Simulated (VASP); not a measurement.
# MoP (P-6m2) in VASP: settings compared

Aim: see how the results for MoP move with the level of theory and the settings. Levels: PBEsol, PBE. Tasks: relaxation of cell and atoms.

Program: VASP 6.6.1. These are calculated values, not measurements. Logs are shortened: lines on timing, memory, paths and dates and some standing lists are left out, and cuts for length are marked.

**1. The structure**

It takes space group P-6m2 (No. 187, hexagonal). Conventional cell: a = 3.223 Å, b = 3.223 Å, c = 3.191 Å, α = 90.00°, β = 90.00°, γ = 120.00°. Mo (site symmetry -6m2) is surrounded by 6 P at 2.45 Å. P (site symmetry -6m2) has 6 Mo at 2.45 Å as nearest neighbours.

**2. Relaxation of cell and atoms, PBEsol**

Input file INCAR:

```
SYSTEM = MoP
ALGO = Normal
EDIFF = 1E-6
EDIFFG = -0.01
ENCUT = 600
GGA = PS
IBRION = 2
ISIF = 3
ISMEAR = 1
LASPH = .TRUE.
LCHARG = .FALSE.
LREAL = .FALSE.
LWAVE = .FALSE.
NELM = 80
NSW = 90
PREC = Accurate
SIGMA = 0.1
```

Input file KPOINTS:

```
k-points
0
G
  15 15 11
  0 0 0
```

Input file POSCAR:

```
MoP
1.0
    3.2230000000      0.0000000000      0.0000000000
   -1.6115000000      2.7911998764      0.0000000000
    0.0000000000      0.0000000000      3.1910000000
Mo P
1 1
Direct
    0.0000000000      0.0000000000      0.0000000000
    0.3333333333      0.6666666667      0.5000000000
```

Potentials or basis: VASP PAW PBE potentials, release 64 (Mo_sv, P).

The run is started by

```bash
$ cat potpaw_PBE.64/Mo_sv/POTCAR potpaw_PBE.64/P/POTCAR > POTCAR
$ mpirun -np 1 vasp_std > vasp.out
```

OUTCAR:

```text
SYSTEM = MoP
   EDIFF = 1E-6
   EDIFFG = -0.01
   ENCUT = 600
   GGA = PS
   IBRION = 2
   ISIF = 3
   ISMEAR = 1
   LASPH = .TRUE.
   LREAL = .FALSE.
   NELM = 80
   NSW = 90
   PREC = Accurate

 ion  position               nearest neighbor table
   1  0.000  0.000  0.000-   2 2.45   2 2.45   2 2.45   2 2.45   2 2.45   2 2.45
   2  0.333  0.667  0.500-   1 2.45   1 2.45   1 2.45   1 2.45   1 2.45   1 2.45

  LATTYP: Found a hexagonal cell.
 ALAT       =     3.2230000000
 C/A-ratio  =     0.9900713621

  Lattice vectors:

 A1 = (   3.2230000000,   0.0000000000,   0.0000000000)
 A2 = (  -1.6115000000,   2.7911998764,   0.0000000000)
 A3 = (   0.0000000000,   0.0000000000,   3.1910000000)

Analysis of symmetry for initial positions (statically):
=====================================================================
 Subroutine PRICEL returns:
 Original cell was already a primitive cell.

 Routine SETGRP: Setting up the symmetry group for a
 hexagonal supercell.

 Subroutine GETGRP returns: Found 12 space group operations
 (whereof 12 operations were pure point group operations)
 out of a pool of 24 trial point group operations.

The static configuration has the point symmetry D_3h.

Analysis of symmetry for dynamics (positions and initial velocities):
=====================================================================
 Subroutine PRICEL returns:
 Original cell was already a primitive cell.

 Routine SETGRP: Setting up the symmetry group for a
 hexagonal supercell.

 Subroutine GETGRP returns: Found 12 space group operations
 (whereof 12 operations were pure point group operations)
 out of a pool of 24 trial point group operations.

The dynamic configuration has the point symmetry D_3h.

 Subroutine INISYM returns: Found 12 space group operations
 (whereof 12 operations are pure point group operations),
 and found     1 'primitive' translations

----------------------------------------------------------------------------------------

                                     Primitive cell

  volume of cell :      28.7064

  direct lattice vectors                    reciprocal lattice vectors
     3.223000000  0.000000000  0.000000000     0.310269935  0.179134430  0.000000000
    -1.611500000  2.791199876  0.000000000     0.000000000  0.358268861  0.000000000
     0.000000000  0.000000000  3.191000000     0.000000000  0.000000000  0.313381385

  length of vectors
     3.223000000  3.223000000  3.191000000     0.358268861  0.358268861  0.313381385

  position of ions in fractional coordinates (direct lattice)
     0.000000000  0.000000000  0.000000000
     0.333333333  0.666666667  0.500000000
[... 99 lines left out ...]
  Fermi-wavevector in a.u.,A,eV,Ry     =   1.426702  2.696076 27.694378  2.035479
  Thomas-Fermi vector in A             =   2.546951
   LORBIT       =      0    0 simple, 1 ext, 2 COOP (PROOUT), +10 PAW based schemes
   GGA     = PS    functional components
   LHFCALC =     F    Hartree Fock is set to
   AEXX    =    0.0000 exact exchange contribution
   IVDW    =     0    specifies the selected vdW correction
   LEPSILON=     F    determine dielectric tensor
   LRPA    =     F    only Hartree local field effects (RPA)
 conjugate gradient relaxation of ions
 non-spin polarized calculation
 Methfessel and Paxton  Order N= 1 SIGMA  =   0.10
  energy-cutoff  :      600.00
  volume of cell :       28.71
 maximum number of plane-waves:       975
 NGX is ok and might be reduce to    28
   NGX = 13   NGY = 13   NGZ = 13

--------------------------------------- Ionic step        1  -------------------------------------------

 number of electron      18.9999999 magnetization

 Free energy of the ion-electron system (eV)
  ---------------------------------------------------
  ext. energy  EPLUGINS =         0.00000000
  ---------------------------------------------------
  free energy    TOTEN  =       -19.04545956 eV

  energy without entropy =      -19.04491353  energy(sigma->0) =      -19.04527755

------------------------ aborting loop because EDIFF is reached ----------------------------------------

  FORCE on cell =-STRESS in cart. coord.  units (eV):
  Direction    XX          YY          ZZ          XY          YZ          ZX
  --------------------------------------------------------------------------------------
  -------------------------------------------------------------------------------------
  Total       -0.5490689     -0.5490689     -0.7584982     -0.0000000      0.0000000      0.0000000
  in kB      -30.6449820    -30.6449820    -42.3337843     -0.0000000      0.0000000      0.0000000
  external PRESSURE =     -34.5412495 kB  Pullay stress =       0.0000000 kB
[... 59 lines left out ...]
--------------------------------------- Ionic step        3  -------------------------------------------

 number of electron      18.9999999 magnetization

 Free energy of the ion-electron system (eV)
  ---------------------------------------------------
  ext. energy  EPLUGINS =         0.00000000
  ---------------------------------------------------
  free energy    TOTEN  =       -19.05005989 eV

  energy without entropy =      -19.04955195  energy(sigma->0) =      -19.04989058

 E-fermi :  12.0709     XC(G=0): -12.7825

 val. band max:       12.0704056024   @ k =   0.2000   0.0000   0.0000
 cond. band min:      12.0723653139   @ k =   0.4000   0.0000   0.0909
 fundamental gap:      0.0019597115
 Fermi energy:        12.0709279801

 k-point     1 :       0.0000    0.0000    0.0000
  band No.  band energies     occupation
      1     -49.0402      2.00000
      2     -23.2274      2.00000
      3     -23.0132      2.00000
      4     -23.0132      2.00000
      5      -1.9811      2.00000
      6       7.7341      2.00000
      7       8.6739      2.00000
      8       8.6739      2.00000
      9      11.3775      2.00000
     10      12.3366     -0.00112
     11      12.3366     -0.00112
     12      16.2571      0.00000
     13      16.2571      0.00000
[... 354 lines left out ...]
  band No.  band energies     occupation
      1     -49.0022      2.00000
      2     -23.3353      2.00000
      3     -23.1756      2.00000
      4     -23.1742      2.00000
      5       0.9862      2.00000
      6       5.0566      2.00000
      7       7.3614      2.00000
      8       8.1923      2.00000
      9      10.8326      2.00000
     10      11.2448      2.00000
     11      12.9297     -0.00000
     12      13.7285     -0.00000
     13      18.2369      0.00000

 [... further k-points ...]
[... 5 lines left out ...]
  --------------------------------------------------------------------------------------
  -------------------------------------------------------------------------------------
  Total       -0.0145232     -0.0145232      0.0063280      0.0000000     -0.0000000      0.0000000
  in kB       -0.8222174     -0.8222174      0.3582535      0.0000000     -0.0000000      0.0000000
  external PRESSURE =      -0.4287271 kB  Pullay stress =       0.0000000 kB
[... 17 lines left out ...]
  FREE ENERGIE OF THE ION-ELECTRON SYSTEM (eV)
  ---------------------------------------------------
  free  energy   TOTEN  =       -19.0500598879 eV

  energy  without entropy=      -19.0495519509  energy(sigma->0) =      -19.04989058

 reached required accuracy - stopping structural energy minimisation
```

OSZICAR:

```text
N       E                     dE             d eps       ncg     rms          rms(c)
DAV:   1     0.135193336552E+03    0.13519E+03   -0.10930E+04  4212   0.155E+03
DAV:   2    -0.160168936852E+02   -0.15121E+03   -0.14791E+03  4852   0.384E+02
DAV:   3    -0.200830782306E+02   -0.40662E+01   -0.39558E+01  5408   0.563E+01
[... 23 lines left out ...]
DAV:   3    -0.190525790360E+02    0.16013E-01   -0.36264E-02  4342   0.148E+00    0.397E-01
DAV:   4    -0.190498955027E+02    0.26835E-02   -0.14186E-02  4637   0.113E+00    0.261E-01
DAV:   5    -0.190500240440E+02   -0.12854E-03   -0.30642E-04  5094   0.169E-01    0.163E-01
DAV:   6    -0.190500602287E+02   -0.36185E-04   -0.14158E-04  4552   0.951E-02    0.929E-03
DAV:   7    -0.190500598879E+02    0.34078E-06   -0.33453E-06  4952   0.168E-02
   3 F= -.19050060E+02 E0= -.19049891E+02  d E =-.460032E-02
```

It took 55 s on 1 thread of Intel Xeon 6975P-C (Granite Rapids), shared host; peak memory 0.23 GiB.

Results:

```
Free energy                            : -19.0501 eV
Relaxed volume                         : 14.15 Å³/atom
Relaxed cell                           : a = 3.209 Å, b = 3.209 Å, c = 3.172 Å, α = 90.00°, β = 90.00°, γ = 120.00°
Space group after relaxing (to 0.05 Å) : P-6m2 (No. 187)
Energy gained by relaxing              : 2.3 meV/atom
Ionic steps                            : 3
Pressure after relaxing                : 0.0 GPa
Band gap on the k mesh                 : none (metal or under the smearing width)
```

The path:
```tsv
step	energy change (eV)	largest force (eV/Å)	pressure (GPa)	volume (Å³)
1	0.0000	0.0000	-3.45	28.71
2	0.0171	0.0000	8.10	27.44
3	-0.0046	0.0000	-0.04	28.30
```

Final structure:
```xyz
2
Lattice="3.2094 0.0000 0.0000 -1.6047 2.7795 0.0000 0.0000 0.0000 3.1725" Properties=species:S:1:pos:R:3 pbc="T T T"
Mo    0.0000    0.0000    0.0000
P     0.0000    1.8530    1.5862
```

Levels at points of the mesh, in eV from the Fermi level:
```csv
k point,band 6,band 7,band 8,band 9,band 10,band 11,band 12,band 13
"(0.00, 0.00, 0.00)",-4.34,-3.40,-3.40,-0.69,0.27,0.27,4.19,4.19
```

Caveat: the PAW data sets were made with another functional, which shifts forces and pressure a little.

**3. Relaxation of cell and atoms, PBEsol**

This run uses another cell than the first one, of 14.15 Å³/atom, 0.986 times its volume.

Edit INCAR of step 2 so:

```diff
@@ -2,4 +2,4 @@
 ALGO = Normal
-EDIFF = 1E-6
-EDIFFG = -0.01
+EDIFF = 1E-7
+EDIFFG = -0.005
 ENCUT = 600
```

KPOINTS is that of step 2.

Input file POSCAR:

```
MoP                                     
1.0
    3.2094421617     -0.0000000000      0.0000000000
   -1.6047210808      2.7794584440      0.0000000000
    0.0000000000      0.0000000000      3.1724568005
  Mo              P             
     1     1
Direct
     0.0000000000000000    0.0000000000000000    0.0000000000000000
     0.3333333332999970    0.6666666667000030    0.5000000000000000
```

Potentials or basis: VASP PAW PBE potentials, release 64 (Mo_sv, P).

The run is started by

```bash
$ cat potpaw_PBE.64/Mo_sv/POTCAR potpaw_PBE.64/P/POTCAR > POTCAR
$ mpirun -np 1 vasp_std > vasp.out
```

Run time: 75 s. Hardware: 1 thread of Intel Xeon 6975P-C (Granite Rapids), shared host; peak memory 0.22 GiB.

It converged, with:

| Quantity | Value |
| --- | --- |
| Free energy | -19.0498 eV |
| Relaxed volume | 14.15 Å³/atom |
| Relaxed cell | a = 3.209 Å, b = 3.209 Å, c = 3.173 Å, α = 90.00°, β = 90.00°, γ = 120.00° |
| Space group after relaxing (to 0.05 Å) | P-6m2 (No. 187) |
| Energy gained by relaxing | 0.0 meV/atom |
| Ionic steps | 5 |
| Pressure after relaxing | 0.0 GPa |
| Band gap on the k mesh | none (metal or under the smearing width) |

Final structure:
```yaml
crystal:
  lattice:
    - [3.20855, 0.00000, 0.00000]
    - [-1.60428, 2.77869, 0.00000]
    - [0.00000, 0.00000, 3.17329]
  atoms:
    - { symbol: Mo, position: [0.00000, 0.00000, 0.00000] }
    - { symbol: P, position: [0.33333, 0.66667, 0.50000] }
```

Levels at points of the mesh, in eV from the Fermi level:
```csv
k point,band 6,band 7,band 8,band 9,band 10,band 11,band 12,band 13
"(0.00, 0.00, 0.00)",-4.34,-3.40,-3.40,-0.70,0.26,0.26,4.19,4.19
```

Caveat: the PAW data sets were made with another functional, which shifts forces and pressure a little.

**4. Relaxation of cell and atoms, PBE**

Input file INCAR:

```
PREC = Accurate
ENCUT = 600
EDIFF = 1E-6
ISMEAR = 1
SIGMA = 0.1
LREAL = False
LASPH = True
NELM = 80
ALGO = Normal
ISIF = 3
LWAVE = False
LCHARG = False
GGA = PE
IBRION = 2
NSW = 90
EDIFFG = -0.01
KPAR = 2
```

Input file KPOINTS:

```
Automatic mesh
0
Gamma
  15 15 11
```

Input file POSCAR:

```
MoP
1.0
    3.2230000000      0.0000000000      0.0000000000
   -1.6115000000      2.7911998764      0.0000000000
    0.0000000000      0.0000000000      3.1910000000
Mo P
1 1
Direct
    0.0000000000      0.0000000000      0.0000000000
    0.3333333333      0.6666666667      0.5000000000
```

The run is started by

```bash
$ cat potpaw_PBE.64/Mo_sv/POTCAR potpaw_PBE.64/P/POTCAR > POTCAR
$ mpirun -np 2 vasp_std > vasp.out
```

Wall time 43 s (2 MPI ranks of Intel Xeon Platinum 8559C (Emerald Rapids), shared host); peak memory 0.21 GiB.

It converged, with:

- Free energy: -17.6668 eV
- Relaxed volume: 14.54 Å³/atom
- Relaxed cell: a = 3.242 Å, b = 3.242 Å, c = 3.194 Å, α = 90.00°, β = 90.00°, γ = 120.00°
- Space group after relaxing (to 0.05 Å): P-6m2 (No. 187)
- Energy gained by relaxing: 1.6 meV/atom
- Ionic steps: 4
- Pressure after relaxing: 0.0 GPa
- Band gap on the k mesh: none (metal or under the smearing width)

The path:
| step | energy change (eV) | largest force (eV/Å) | pressure (GPa) | volume (Å³) |
| --- | --- | --- | --- | --- |
| 1 | 0.0000 | 0.0000 | 2.70 | 28.71 |
| 2 | 0.0069 | 0.0000 | -4.76 | 29.72 |
| 3 | -0.0030 | 0.0000 | -0.07 | 29.06 |
| 4 | -0.0032 | 0.0000 | 0.00 | 29.07 |

Final structure:
```cif
data_structure
_symmetry_space_group_name_H-M 'P 1'
_symmetry_Int_Tables_number 1
_cell_length_a 3.2421
_cell_length_b 3.2421
_cell_length_c 3.1937
_cell_angle_alpha 90.000
_cell_angle_beta 90.000
_cell_angle_gamma 120.000
_cell_volume 29.07
loop_
_atom_site_label
_atom_site_type_symbol
_atom_site_fract_x
_atom_site_fract_y
_atom_site_fract_z
_atom_site_occupancy
Mo1 Mo 0.00000 0.00000 0.00000 1
P1 P 0.33333 0.66667 0.50000 1
```

Levels at points of the mesh, in eV from the Fermi level:
```tsv
k point	band 8	band 9	band 10	band 11	band 12	band 13
(0.00, 0.00, 0.00)	-3.31	-0.68	0.26	0.26	4.05	4.05
```

PBE usually gives volumes a little too large and moduli too small. Zero-point motion and thermal expansion aren't in these numbers.
